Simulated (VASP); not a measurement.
Set up this calculation in VASP 6.6.1, as the native input.

- Task: single point
- Functional: PBE
- Potentials or basis: VASP PAW PBE potentials, release 64 (B, As)
- Cutoff: 700 eV
- k mesh: 8 × 8 × 8
- Occupations: gaussian, width 0.02 eV
- Spin: no spin polarisation
- Further INCAR settings: ALGO = Normal; EDIFF = 1e-07; NBANDS = 11

The structure of BAs lies in POSCAR:

```
BAs
1.0
    0.0000000000      2.3885000000      2.3885000000
    2.3885000000      0.0000000000      2.3885000000
    2.3885000000      2.3885000000      0.0000000000
B As
1 1
Direct
    0.0000000000      0.0000000000      0.0000000000
    0.2500000000      0.2500000000      0.2500000000
```

One way to write it, as run:

INCAR

```
SYSTEM = BAs
  PREC = Accurate
  ENCUT = 700
  EDIFF = 1E-7
  ISMEAR = 0
  SIGMA = 0.02
  LREAL = .FALSE.
  LASPH = .TRUE.
  NELM = 80
  ALGO = Normal
  ISIF = 2
  LWAVE = .FALSE.
  LCHARG = .FALSE.
  GGA = PE
  NBANDS = 11
```

KPOINTS

```
Automatic mesh
0
G
  8 8 8
  0 0 0
```

Potentials or basis: VASP PAW PBE potentials, release 64 (B, As).

Command:

```sh
$ cat potpaw_PBE.64/B/POTCAR potpaw_PBE.64/As/POTCAR > POTCAR
$ mpirun -np 1 vasp_std > vasp.out
```

Results of the run:

| Quantity | Value |
| --- | --- |
| Pressure | 3.4 GPa |
| Band gap on the k mesh | 1.19 eV, indirect (least direct gap 3.28 eV) |

Run time: 18 s on 1 thread of AMD EPYC 7R43 64-Core Processor (Zen 3), on a shared host, peak memory 0.14 GiB.
